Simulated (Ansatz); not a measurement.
Write the native input for Ansatz 0.2.0 that does the following.

```
Task                                : band structure
Functional                          : revPBE
Potentials or basis                 : Ansatz PAW
Cutoff                              : 420 eV (not typed: the program's choice for these potentials)
k mesh                              : 10 × 10 × 3
Occupations                         : fermi-dirac, width 0.05 eV
Spin                                : no spin polarisation
Path                                : [["G", "M", "K", "G", "A", "L", "H", "A"], ["L", "M"], ["K", "H"]]
Points for each segment of the path : 10
```

The system is SiC.

```
Si C
1.0
     3.07569    0.00000    0.00000
    -1.53785    2.66363    0.00000
     0.00000    0.00000   10.07065
Si C
4 4
Direct
  0.00000 0.00000 0.18789
  0.00000 0.00000 0.68789
  0.33333 0.66667 0.43784
  0.66667 0.33333 0.93784
  0.00000 0.00000 0.00046
  0.00000 0.00000 0.50046
  0.33333 0.66667 0.24980
  0.66667 0.33333 0.74980
```

The cell is a database's computed one.

The input as run:

input.yaml

```yaml
crystal:
  lattice:
    - [3.0756941497, 0.0, 0.0]
    - [-1.5378470748, 2.6636292679, 0.0]
    - [0.0, 0.0, 10.07064648]
  atoms:
    - { symbol: Si, position: [0.0, 0.0, 0.18789438] }
    - { symbol: Si, position: [0.0, 0.0, 0.68789438] }
    - { symbol: Si, position: [0.3333333333, 0.6666666667, 0.43784198] }
    - { symbol: Si, position: [0.6666666667, 0.3333333333, 0.93784198] }
    - { symbol: C, position: [0.0, 0.0, 0.00046005] }
    - { symbol: C, position: [0.0, 0.0, 0.50046005] }
    - { symbol: C, position: [0.3333333333, 0.6666666667, 0.24980259] }
    - { symbol: C, position: [0.6666666667, 0.3333333333, 0.74980259] }
hamiltonian:
  xc: revpbe
  pseudopotentials: { kind: paw }
kpoints:
  mp_grid: { grid: [10, 10, 3] }
  band_path:
    path:
      - [[0.0, 0.0, 0.0], [0.5, 0.0, 0.0], [0.3333333333, 0.3333333333, 0.0], [0.0, 0.0, 0.0], [0.0, 0.0, 0.5], [0.5, 0.0, 0.5], [0.3333333333, 0.3333333333, 0.5], [0.0, 0.0, 0.5]]
      - [[0.5, 0.0, 0.5], [0.5, 0.0, 0.0]]
      - [[0.3333333333, 0.3333333333, 0.0], [0.3333333333, 0.3333333333, 0.5]]
    npoints: 10
scf:
  occupations: { method: fermi_dirac, width: 0.05 }
  n_extra_bands: 20
output:
  forces: true
  stress: true
  eigenvalues: true
  fatbands: false
```

Potentials or basis: Ansatz PAW.

Command:

```console
$ ansatz run input.yaml --threads 4 --pin off --max-ram 11264MiB --backend cpu --events-out ev --progress --plain --runs-dir out
```

It gave:

```yaml
Pressure: 6.4 GPa
Largest_force: 0.010 eV/Å
Band_gap_on_the_k_mesh: 2.24 eV, indirect (least direct gap 3.36 eV)
Band_gap_along_the_path: 2.24 eV, indirect (least direct gap 3.36 eV)
```

Caveat: the PAW data sets come from PBE, with cores solved anew for the run's functional, which leaves a small shift of forces and pressure.

It took 5 s on 4 threads of Intel(R) Xeon(R) Processor @ 2.70GHz (shared host), peak memory 0.46 GiB.
